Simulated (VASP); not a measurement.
# Hf in VASP: settings compared

One sheet, Hf, is run at these levels: revPBE, BLYP; tasks: work function.

Everything below comes from runs of VASP 6.6.1. Logs are shortened: lines on timing, memory, paths and dates and some standing lists are left out, and cuts for length are marked.

## Step 1: Starting point

The cell holds a sheet with vacuum, 1 atom: a = 2.779 Å, b = 2.779 Å, c = 23.800 Å, α = 90.00°, β = 90.00°, γ = 90.00°.

The cell was built by a generator and needn't be a form met in nature.

## Step 2: Work function, revPBE

File INCAR:

```
PREC     = Accurate       # precision mode
ENCUT    = 520            # plane-wave cutoff, eV
EDIFF    = 1E-6           # SCF threshold, eV
ISMEAR   = -1             # smearing method
SIGMA    = 0.05           # smearing width, eV
LREAL    = F              # projectors in reciprocal space
LASPH    = T              # aspherical terms in the spheres
NELM     = 80             # most SCF steps
ALGO     = Normal         # electronic algorithm
ISIF     = 2              # what is computed and relaxed
LWAVE    = F              # write WAVECAR
LCHARG   = T              # write CHGCAR
LDIPOL   = T            
IDIPOL   = 3            
DIPOL    = 0.5 0.5 0.294
GGA      = RE             # functional
LELF     = T              # ELF
LVHAR    = T            
LVACPOTAV= T
```

File KPOINTS:

```
regular mesh
0
Gamma
  10 10 1
```

File POSCAR:

```
Hf
1.0
    2.7787600000      0.0000000000      0.0000000000
    0.0000000000      2.7787600000      0.0000000000
    0.0000000000      0.0000000000     23.8000000000
Hf
1
Direct
    0.0000000000      0.0000000000      0.2941200000
```

Potentials or basis: VASP PAW PBE potentials, release 64 (Hf_pv).

On the command line:

```console
cat potpaw_PBE.64/Hf_pv/POTCAR > POTCAR
mpirun -np 1 vasp_std > vasp.out
```

OUTCAR:

```text
PREC = Accurate
   ENCUT = 520
   EDIFF = 1E-6
   ISMEAR = -1
   LREAL = F
   LASPH = T
   NELM = 80
   ISIF = 2
   GGA = RE

 ion  position               nearest neighbor table
   1  0.000  0.000  0.294-

  LATTYP: Found a simple tetragonal cell.
 ALAT       =     2.7787600000
 C/A-ratio  =     8.5649714261

  Lattice vectors:

 A1 = (   2.7787600000,   0.0000000000,   0.0000000000)
 A2 = (   0.0000000000,   2.7787600000,   0.0000000000)
 A3 = (   0.0000000000,   0.0000000000,  23.8000000000)

Analysis of symmetry for initial positions (statically):
=====================================================================
 Subroutine PRICEL returns:
 Original cell was already a primitive cell.

 Routine SETGRP: Setting up the symmetry group for a
 simple tetragonal supercell.

 Subroutine GETGRP returns: Found 16 space group operations
 (whereof  8 operations were pure point group operations)
 out of a pool of 16 trial point group operations.

The static configuration has the point symmetry C_4v.
 The point group associated with its full space group is D_4h.

Analysis of symmetry for dynamics (positions and initial velocities):
=====================================================================
 Subroutine PRICEL returns:
 Original cell was already a primitive cell.

 Routine SETGRP: Setting up the symmetry group for a
 simple tetragonal supercell.

 Subroutine GETGRP returns: Found 16 space group operations
 (whereof  8 operations were pure point group operations)
 out of a pool of 16 trial point group operations.

The dynamic configuration has the point symmetry C_4v.
 The point group associated with its full space group is D_4h.

 Subroutine INISYM returns: Found 16 space group operations
 (whereof  8 operations are pure point group operations),
 and found     1 'primitive' translations

----------------------------------------------------------------------------------------

                                     Primitive cell

  volume of cell :     183.7719

  direct lattice vectors                    reciprocal lattice vectors
     2.778760000  0.000000000  0.000000000     0.359872749  0.000000000  0.000000000
     0.000000000  2.778760000  0.000000000     0.000000000  0.359872749  0.000000000
     0.000000000  0.000000000 23.800000000     0.000000000  0.000000000  0.042016807

  length of vectors
     2.778760000  2.778760000 23.800000000     0.359872749  0.359872749  0.042016807

  position of ions in fractional coordinates (direct lattice)
     0.000000000  0.000000000  0.294120000

  ion indices of the primitive-cell ions
   primitive index   ion index
                 1           1

----------------------------------------------------------------------------------------

 KPOINTS: regular mesh

Automatic generation of k-mesh.
 Grid dimensions read from file:
 generate k-points for:   10   10    1

 Generating k-lattice:

  Cartesian coordinates                     Fractional coordinates (reciprocal lattice)
     0.035987275  0.000000000  0.000000000     0.100000000  0.000000000  0.000000000
     0.000000000  0.035987275  0.000000000     0.000000000  0.100000000  0.000000000
     0.000000000  0.000000000  0.042016807     0.000000000  0.000000000  1.000000000

  Length of vectors
     0.035987275  0.035987275  0.042016807

  Shift w.r.t. Gamma in fractional coordinates (k-lattice)
     0.000000000  0.000000000  0.000000000

 Subroutine IBZKPT returns following result:
 ===========================================

 Found     21 irreducible k-points:

 Following reciprocal coordinates:
            Coordinates               Weight
  0.000000  0.000000  0.000000      1.000000
  0.100000  0.000000  0.000000      4.000000
  0.200000  0.000000  0.000000      4.000000
  0.300000  0.000000  0.000000      4.000000
  0.400000  0.000000  0.000000      4.000000
  0.500000  0.000000  0.000000      2.000000
[... 13 lines left out ...]
  0.500000  0.400000  0.000000      4.000000
  0.500000  0.500000  0.000000      1.000000
   k-points           NKPTS =     21   k-points in BZ     NKDIM =     21   number of bands    NBANDS=      9
   number of dos      NEDOS =    301   number of ions     NIONS =      1
   total plane-waves  NPLWV = 103680
   dimension x,y,z NGX =    24 NGY =   24 NGZ =  180
   dimension x,y,z NGXF=    48 NGYF=   48 NGZF=  360
   ions per type =               1
   NGX,Y,Z   is equivalent  to a cutoff of  14.36, 14.36, 12.57 a.u.
   NGXF,Y,Z  is equivalent  to a cutoff of  28.72, 28.72, 25.15 a.u.
 SYSTEM =  unknown system
   PREC   = accura    normal or accurate (medium, high low for compatibility)
   ISTART =      0    job   : 0-new  1-cont  2-samecut
   ICHARG =      2    charge: 1-file 2-atom 10-const
   ISPIN  =      1    spin polarized calculation?
   LNONCOLLINEAR =      F non collinear calculations
   LSORBIT =      F    spin-orbit coupling
   LASPH  =      T    aspherical Exc in radial PAW
   ENCUT  =  520.0 eV  38.22 Ry    6.18 a.u.   5.17  5.17 44.25*2*pi/ulx,y,z
   NELM   =     80;   NELMIN=  2; NELMDL= -5     # of ELM steps
   EDIFF  = 0.1E-05   stopping-criterion for ELM
   LREAL  =      F    real-space projection
   EDIFFG = 0.1E-04   stopping-criterion for IOM
   NSW    =      0    number of steps for IOM
   IBRION =     -1    ionic relax: 0-MD 1-quasi-New 2-CG
   NFREE  =      0    steps in history (QN), initial steepest desc. (CG)
   ISIF   =      2    stress and relaxation
   ISYM   =      2    0-nonsym 1-usesym 2-fastsym
   POTIM  = 0.5000    time-step for ionic-motion
   TEBEG  =    0.0;   TEEND  =   0.0 temperature during run
   PSTRESS=    0.0 pullay stress
   NELECT =      10.0000    total number of electrons
   NUPDOWN=      -1.0000    fix difference up-down
   EMIN   =  10.00;   EMAX   =-10.00  energy-range for DOS
   EFERMI =   0.00;   METHOD = LEGACY
   ISMEAR =    -1;   SIGMA  =   0.05  broadening in eV -4-tet -1-fermi 0-gaus
   EFERMI_NEDOS =   21; number of points for ismear=-14 and -15
   IALGO  =     38    algorithm
   IMIX   =      4    mixing-type and parameters
     AMIX     =   0.40;   BMIX     =  1.00
     AMIX_MAG =   1.60;   BMIX_MAG =  1.00
  volume/ion in A,a.u.               =     183.77      1240.15
  Fermi-wavevector in a.u.,A,eV,Ry     =   0.620367  1.172323  5.236268  0.384855
  Thomas-Fermi vector in A             =   1.679493
   LORBIT       =      0    0 simple, 1 ext, 2 COOP (PROOUT), +10 PAW based schemes
   GGA     = RE    functional components
   LHFCALC =     F    Hartree Fock is set to
   AEXX    =    0.0000 exact exchange contribution
   IVDW    =     0    specifies the selected vdW correction
   LEPSILON=     F    determine dielectric tensor
   LRPA    =     F    only Hartree local field effects (RPA)
 non-spin polarized calculation
  energy-cutoff  :      520.00
  volume of cell :      183.77
 maximum number of plane-waves:      4993
 NGX is ok and might be reduce to    24
   NGX = 11   NGY = 11   NGZ = 89

 dipolmoment           0.000000      0.000000     -0.000001 electrons x Angstroem

 number of electron      10.0000000 magnetization

 dipolmoment           0.000000      0.000000      0.000002 electrons x Angstroem

 Free energy of the ion-electron system (eV)
  ---------------------------------------------------
  ext. energy  EPLUGINS =         0.00000000
  ---------------------------------------------------
  free energy    TOTEN  =        -7.19840466 eV

  energy without entropy =       -7.17749157  energy(sigma->0) =       -7.18794811

 E-fermi :  -2.9770     XC(G=0):  -2.1614

 val. band max:       -2.9883198184   @ k =   0.2000   0.1000   0.0000
 cond. band min:      -2.9639949633   @ k =   0.2000   0.2000   0.0000
 fundamental gap:      0.0243248552
 Fermi energy:        -2.9769568233

 k-point     1 :       0.0000    0.0000    0.0000
  band No.  band energies     occupation
      1     -34.0001      2.00000
      2     -33.0138      2.00000
      3     -33.0138      2.00000
      4      -8.2090      2.00000
      5      -4.5202      2.00000
      6      -3.2710      1.99443
      7      -2.7340      0.01540
      8       0.8339      0.00000
      9       1.0392      0.00000

 k-point     2 :       0.1000    0.0000    0.0000
  band No.  band energies     occupation
      1     -33.9852      2.00000
      2     -33.1530      2.00000
      3     -33.0022      2.00000
      4      -7.8750      2.00000
      5      -4.2520      2.00000
      6      -3.0895      1.80949
      7      -2.7761      0.03535
      8       0.9725      0.00000
      9       1.0208      0.00000

 k-point     3 :       0.2000    0.0000    0.0000
  band No.  band energies     occupation
      1     -33.9458      2.00000
      2     -33.5047      2.00000
      3     -32.9716      2.00000
      4      -7.0311      2.00000
      5      -3.5601      1.99998
      6      -3.0313      1.49590
      7      -2.4666      0.00007
      8       0.6846      0.00000
      9       1.5766      0.00000

 k-point     4 :       0.3000    0.0000    0.0000
  band No.  band energies     occupation
      1     -33.9168      2.00000
      2     -33.8966      2.00000
      3     -32.9335      2.00000
      4      -6.0087      2.00000
      5      -3.5677      1.99999
      6      -2.7901      0.04656
      7      -1.3991      0.00000
      8       0.9438      0.00000
      9       1.5590      0.00000

 k-point     5 :       0.4000    0.0000    0.0000
  band No.  band energies     occupation
      1     -34.2341      2.00000
      2     -33.8564      2.00000
      3     -32.9024      2.00000
      4      -5.1201      2.00000
      5      -4.0755      2.00000
      6      -2.0458      0.00000
      7      -0.8228      0.00000
      8       0.8000      0.00000
      9       1.6943      0.00000

 k-point     6 :       0.5000    0.0000    0.0000
  band No.  band energies     occupation
      1     -34.3519      2.00000
      2     -33.8410      2.00000
      3     -32.8905      2.00000
      4      -4.7397      2.00000
      5      -4.2732      2.00000
      6      -1.2881      0.00000
      7      -1.2819      0.00000
      8       0.5348      0.00000
      9       2.2275      0.00000
[... 133 lines left out ...]
 k-point    18 :       0.5000    0.3000    0.0000
  band No.  band energies     occupation
      1     -34.2292      2.00000
      2     -33.7474      2.00000
      3     -33.7455      2.00000
      4      -4.7882      2.00000
      5      -3.2761      1.99497
      6      -1.5142      0.00000
      7      -0.6851      0.00000
      8       0.3649      0.00000
      9       2.8855      0.00000

 k-point    19 :       0.4000    0.4000    0.0000
  band No.  band energies     occupation
      1     -34.0751      2.00000
      2     -34.0614      2.00000
      3     -33.7228      2.00000
      4      -5.3376      2.00000
      5      -2.7489      0.02067
      6      -2.2619      0.00000
      7      -0.1732      0.00000
      8       2.5366      0.00000
      9       2.5964      0.00000

 k-point    20 :       0.5000    0.4000    0.0000
  band No.  band energies     occupation
      1     -34.1814      2.00000
      2     -34.0504      2.00000
      3     -33.7085      2.00000
      4      -5.5871      2.00000
      5      -2.7800      0.03818
      6      -2.2929      0.00000
      7       0.1341      0.00000
      8       2.7425      0.00000
      9       3.7338      0.00000

 k-point    21 :       0.5000    0.5000    0.0000
  band No.  band energies     occupation
      1     -34.1630      2.00000
      2     -34.1630      2.00000
      3     -33.6943      2.00000
      4      -5.8638      2.00000
      5      -2.5623      0.00050
      6      -2.5623      0.00050
      7       0.4058      0.00000
      8       4.1425      0.00000
      9       4.1425      0.00000

------------------------ aborting loop because EDIFF is reached ----------------------------------------

  FORCE on cell =-STRESS in cart. coord.  units (eV):
  Direction    XX          YY          ZZ          XY          YZ          ZX
  --------------------------------------------------------------------------------------
  -------------------------------------------------------------------------------------
  Total        0.1517449      0.1517449     -0.0037302      0.0000000      0.0000000      0.0000000
  in kB        1.3229570      1.3229570     -0.0325206      0.0000000      0.0000000      0.0000000
  external PRESSURE =       0.8711311 kB  Pullay stress =       0.0000000 kB

 VOLUME and BASIS-vectors are now :
 -----------------------------------------------------------------------------
  energy-cutoff  :      520.00
  volume of cell :      183.77
      direct lattice vectors                 reciprocal lattice vectors
     2.778760000  0.000000000  0.000000000     0.359872749  0.000000000  0.000000000
     0.000000000  2.778760000  0.000000000     0.000000000  0.359872749  0.000000000
     0.000000000  0.000000000 23.800000000     0.000000000  0.000000000  0.042016807

 POSITION                                       TOTAL-FORCE (eV/Angst)
 -----------------------------------------------------------------------------------
      0.00000      0.00000      7.00006         0.000000     -0.000000      0.000000
 -----------------------------------------------------------------------------------
    total drift:                                0.000000      0.000000      0.000024

  FREE ENERGIE OF THE ION-ELECTRON SYSTEM (eV)
  ---------------------------------------------------
  free  energy   TOTEN  =        -7.1984046571 eV

  energy  without entropy=       -7.1774915713  energy(sigma->0) =       -7.18794811

 vacuum level on the upper side and lower side of the slab         1.187         1.187
```

Wall time 40 s (1 thread of Intel Xeon Platinum 8375C at 2.90GHz (Ice Lake), shared host); peak memory 0.31 GiB.

Results:

```yaml
Free_energy: -7.1984 eV
Band_gap_on_the_k_mesh: none (metal or under the smearing width)
Work_function_of_the_upper_face: 4.16 eV
Work_function_of_the_lower_face: 4.16 eV
```

Levels at points of the mesh, in eV from the Fermi level:
| k point | band 1 | band 2 | band 3 | band 4 | band 5 | band 6 | band 7 | band 8 | band 9 |
| --- | --- | --- | --- | --- | --- | --- | --- | --- | --- |
| (0.00, 0.00, 0.00) | -31.02 | -30.04 | -30.04 | -5.23 | -1.54 | -0.29 | 0.24 | 3.81 | 4.02 |
| (0.50, 0.00, 0.00) | -31.37 | -30.86 | -29.91 | -1.76 | -1.30 | 1.69 | 1.70 | 3.51 | 5.20 |
| (0.50, 0.50, 0.00) | -31.19 | -31.19 | -30.72 | -2.89 | 0.41 | 0.41 | 3.38 | 7.12 | 7.12 |

Caveat: the PAW data sets were made with another functional, which shifts forces and pressure a little.

[end of part 1 of 2]
